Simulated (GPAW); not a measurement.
Runs of GPAW 26.7.0 on ZnS (Wurtzite-2H). It takes space group P6_3mc (No. 186, hexagonal). Conventional cell: a = 3.811 Å, b = 3.811 Å, c = 6.234 Å, α = 90.00°, β = 90.00°, γ = 120.00°. Zn (site symmetry 3m) is surrounded by 4 S at 2.31 to 2.40 Å. S (site symmetry 3m) is surrounded by 4 Zn at 2.31 to 2.40 Å. 

| task | level | potentials or basis | cell | optimizer | fmax | max steps | target pressure | band path | gap on the mesh (eV) | pressure (GPa) | largest force (eV/Å) |
| --- | --- | --- | --- | --- | --- | --- | --- | --- | --- | --- | --- |
| relaxation of cell and atoms | revPBE+D4 | the program's PAW data sets (release 1.2.1) made for this functional, pw | relaxed to 2 GPa | FIRE | 0.01 eV/Å | 60 | 2 GPa | - | 2.50 | 2.0 | - |
| relaxation of cell and atoms | SCAN | GPAW PAW data sets (gpaw-data 1.2.1), pw | relaxed | BFGS | 0.01 eV/Å | 100 | - | - | 2.76 | 0.0 | 0.01 |
| band structure | RPBE | the program's PAW data sets (release 1.2.1) made for this functional, pw | as given | - | - | - | - | GMKGALHA,LM,KH | (a) | 5.3 | 0.34 |
| band structure | optPBE-vdW | GPAW PAW data sets (gpaw-data 1.2.1), pw | as given | - | - | - | - | GMKGALHA,LM,KH | (b) | - | 0.35 |

Alike in all rows: no spin polarisation; k mesh 6 × 6 × 3; cutoff (eV) 600; smearing fermi-dirac 0.05 eV.

Question: Fill in the values left out.

Answer: (a) 2.41; (b) 2.34.

Caveats: later steps reuse the first step's grids (some runs); the PAW data sets were made with another functional, which shifts forces and pressure a little (some runs).

